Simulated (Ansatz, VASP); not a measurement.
# One calculation of Ir, two programs

The input INCAR:

```
  PREC = Accurate
  ENCUT = 600
  EDIFF = 1E-6
  ISMEAR = 0
  SIGMA = 0.1
  LREAL = False
  LASPH = True
  NELM = 80
  ALGO = Normal
  ISIF = 3
  LWAVE = False
  LCHARG = False
  GGA = PS
  IBRION = 2
  NSW = 80
  EDIFFG = -0.05
```

Contents of KPOINTS:

```
regular mesh
0
Gamma
  6 6 6
```

POSCAR

```
Ir
1.0
    0.0000000000      3.3022188526      3.3022188526
    3.3022188526      0.0000000000      3.3022188526
    3.3022188526      3.3022188526      0.0000000000
Ir
2
Direct
    0.0000000000      0.0000000000      0.0000000000
    0.2500000000      0.2500000000      0.2500000000
```

Input for Ansatz:

```yaml
crystal:
  lattice:
    - [0.0, 3.3022188526, 3.3022188526]
    - [3.3022188526, 0.0, 3.3022188526]
    - [3.3022188526, 3.3022188526, 0.0]
  atoms:
    - { symbol: Ir, position: [0.0, 0.0, 0.0] }
    - { symbol: Ir, position: [0.25, 0.25, 0.25] }
basis:
  ecutwfc: 420
kpoints:
  mp_grid: { grid: [6, 6, 6] }
hamiltonian:
  xc: pbesol
scf:
  occupations: { method: gaussian, width: 0.1 }
output:
  forces: true
  stress: true
  eigenvalues: true
relax:
  adjacent_minimum: "off"
  f_tol: 0.05
  max_steps: 60
  cell: { stress_tol: 0.5 }
```

Alike in both runs: task relaxation of cell and atoms; functional PBEsol; k mesh 6 × 6 × 6; occupations gaussian, width 0.1 eV; no spin polarisation.

|  | VASP | Ansatz |
| --- | --- | --- |
| version | VASP 6.6.1 | Ansatz 0.2.0 |
| potentials or method | VASP PAW PBE potentials, release 64 (Ir) | scalar-relativistic, plane waves, PAW |
| plane-wave cutoff (eV) | 600 | 420 |
| valence electrons in the cell | 18 | 34 |

|  | VASP | Ansatz | Ansatz less VASP |
| --- | --- | --- | --- |
| gap on the k mesh at the Fermi level, each at its own relaxed structure (eV) | none | none | - |
| relaxed volume (Å³/atom) | 20.92 | 20.90 | -0.013 |
| relaxed cell length with the largest relative difference (Å) | 3.897 | 3.896 | -0.0008 |
| energy change over the relaxation (meV/atom) | -2288 | -2298 | -10.6 |

A gap of «none» marks a metal or a gap that the smearing closes. The two sets of potentials don't hold the same shells in valence.

Caveats: the volume moved by over 15 % at a fixed basis, so the end points are rough (VASP); the PAW data sets were made with another functional, which shifts forces and pressure a little (VASP). Spin-orbit coupling is left out, which matters for the levels of Ir.
